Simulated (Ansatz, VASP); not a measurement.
HgSe: VASP beside Ansatz

```
CELL_PARAMETERS angstrom
0.00000 3.01562 3.01562
3.01562 0.00000 3.01562
3.01562 3.01562 0.00000
ATOMIC_POSITIONS crystal
Hg 0.00000 0.00000 0.00000
Se 0.75000 0.75000 0.75000
```

Change from the starting cell: volume scaled by 0.98, PAW files.

Alike in both runs: task electric field gradients; functional PBE; k mesh 9 × 9 × 9; occupations fermi-dirac, width 0.02 eV; no spin polarisation.

|  | VASP | Ansatz |
| --- | --- | --- |
| version | VASP 6.6.1 | Ansatz 0.2.0 |
| potentials or method | VASP PAW PBE potentials, release 64 (Hg, Se) | PAW with Ansatz's default frozen-core files, scalar-relativistic |
| plane-wave cutoff (eV) | 520 | 420 |
| valence electrons in the cell | 18 | 36 |

Ansatz gave:

```
pressure (GPa)                                                 : 6.3
Vzz of the field gradient on the site that differs most (V/Å²) : 0.0
```

Question: Estimate VASP's values.

Answer: Pressure (GPa): 6.6; Vzz of the field gradient on the site that differs most (V/Å²): 0.0.

The two sets of potentials don't hold the same shells in valence. Ansatz warned: «gradients_without_spin_orbit».

Spin-orbit coupling is left out, which matters for the levels of Hg.
